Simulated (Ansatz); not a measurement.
# Ni (hcp type): a relaxation

Aim: a sound relaxation of Ni (hcp type). The structure is shown as the input types it.

Computed with Ansatz 0.2.0 (DFT, PBE, PAW with Ansatz's default frozen-core files, scalar-relativistic, unless a step's input says otherwise).

1 further run of the same task is left out (it didn't finish).

### 1 The starting structure

Symmetry: P6_3/mmc, No. 194, hexagonal system. Conventional cell: a = 1.907 Å, b = 1.907 Å, c = 3.126 Å, α = 90.00°, β = 90.00°, γ = 120.00°. Around Ni (site symmetry -6m2) lie 12 Ni at 1.91 Å.

The input asks for a charge of -4 e on the cell.

Structure file:

```xyz
2
Lattice="1.9071 0.0000 0.0000 -0.9535 1.6516 0.0000 0.0000 0.0000 3.1261" Properties=species:S:1:pos:R:3 pbc="T T T"
Ni    0.0000    1.1010    0.7815
Ni    0.9535    0.5505    2.3446
```

### 2 Input and run

Contents of input.yaml:

```yaml
crystal:
  lattice:
    - [1.9070714746, 0.0, 0.0]
    - [-0.9535357373, 1.6515723438, 0.0]
    - [0.0, 0.0, 3.1260841012]
  atoms:
    - { symbol: Ni, position: [0.3333333333, 0.6666666667, 0.25], spin: 1.0 }
    - { symbol: Ni, position: [0.6666666667, 0.3333333333, 0.75], spin: 1.0 }
magnetization:
  spin_polarized: true
kpoints:
  mp_grid: { grid: [17, 17, 10] }
scf:
  occupations: { method: fermi_dirac, width: 0.08 }
  max_iter: 50
hamiltonian:
  xc: pbe
  pseudopotentials: { kind: paw }
output:
  forces: true
  stress: true
relax:
  f_tol: 0.005
  max_steps: 30
  cell: { stress_tol: 0.64, fix: [volume] }
total_charge: -4
```

Run with:

```sh
ansatz run input.yaml --threads 1 --pin off --max-ram 3072MiB --backend cpu --events-out ev --progress --plain --runs-dir out
```

**Question.** How will this run end, and is anything wrong with its input?

This run ends as converged, with warnings (seeded moment not kept). It gives a pressure of 693 GPa, which is large; a structure far from rest gives such values too, whatever the setting.

In the input, total_charge is -4. With this charge the calculation describes a differently charged system.

To check: delete total_charge (the default then holds).
